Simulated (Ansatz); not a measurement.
System: zinc-blende InN (metastable phase). Method: revPBE (Ansatz, a quantum-chemistry and plane-wave program, PAW).

Settings: plane-wave cutoff 520 eV, 24×24×24 k mesh, Fermi–Dirac smearing 0.05 eV, perturbation theory, scalar-relativistic PAW data made under PBE.

Cell (relaxed at this level):

```
InN
1.0
    0.00000     2.53975     2.53975
    2.53975     0.00000     2.53975
    2.53975     2.53975     0.00000
In N
1 1
Cartesian
  0.00000   0.00000   0.00000
  3.80962   3.80962   3.80962
```

**Question.** Give the computed TO(Γ) frequency.

**Answer.** 
TO(Γ) frequency: 423 cm⁻¹

Note: the solid has no gap at this level, which affects its response.

Spin–orbit coupling is not included.

Computing time: around 14 core-minutes (rough).
